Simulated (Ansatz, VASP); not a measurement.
**Cu: VASP beside Ansatz**

The input POSCAR:

```
Cu
1.0
    0.0000000000      1.7330914690      1.7330914690
    1.7330914690      0.0000000000      1.7330914690
    1.7330914690      1.7330914690      0.0000000000
Cu
1
Direct
    0.0000000000      0.0000000000      0.0000000000
```

File INCAR.step1:

```
SYSTEM = Cu
PREC = Accurate
ENCUT = 520
ISMEAR = 0
SIGMA = 0.1
LREAL = .False.
LASPH = .True.
NELM = 80
NBANDS = 12
GGA = PE
ALGO = Normal
EDIFF = 1E-4
LWAVE = .True.
LCHARG = .False.
```

File INCAR.step2:

```
SYSTEM = Cu
PREC = Accurate
ENCUT = 520
EDIFF = 1E-7
ISMEAR = 0
SIGMA = 0.1
LREAL = .False.
LASPH = .True.
NELM = 80
ALGO = Normal
ISIF = 2
LWAVE = .False.
LCHARG = .False.
METAGGA = R2SCAN
LMIXTAU = .True.
NBANDS = 12
ISTART = 1
```

Contents of KPOINTS:

```
Automatic mesh
0
Gamma
  20 20 20
  0 0 0
```

Input for Ansatz:

```yaml
crystal:
  lattice:
    - [0.0, 1.733091469, 1.733091469]
    - [1.733091469, 0.0, 1.733091469]
    - [1.733091469, 1.733091469, 0.0]
  atoms:
    - { symbol: Cu, position: [0.0, 0.0, 0.0] }
basis:
  ecutwfc: 500
kpoints:
  mp_grid: { grid: [20, 20, 20] }
hamiltonian:
  xc: r2scan
scf:
  occupations: { method: gaussian, width: 0.1 }
output:
  forces: true
  stress: true
  eigenvalues: true
```

Alike in both runs: task single point; functional r2SCAN; k mesh 20 × 20 × 20; occupations gaussian, width 0.1 eV; no spin polarisation.

|  | VASP | Ansatz |
| --- | --- | --- |
| version | VASP 6.6.1 | Ansatz 0.2.0 |
| potentials or method | VASP PAW PBE potentials, release 64 (Cu) | scalar-relativistic, plane waves, PAW |
| plane-wave cutoff (eV) | 520 | 500 |
| valence electrons in the cell | 11 | 19 |

```tsv
	VASP	Ansatz	Ansatz less VASP
gap on the k mesh at the Fermi level (eV)	none	none	-
pressure (GPa)	20.2	19.5	-0.75
```

A gap of «none» marks a metal or a gap that the smearing closes. With one functional, cell and mesh, what is left measures potentials, basis and numerics. The two sets of potentials don't hold the same shells in valence.

Caveats: so large a pressure means that the cell lies far from this level's equilibrium, or that cutoff or potentials fall short (VASP); the potentials were made for another functional, which shifts forces and pressure (VASP).
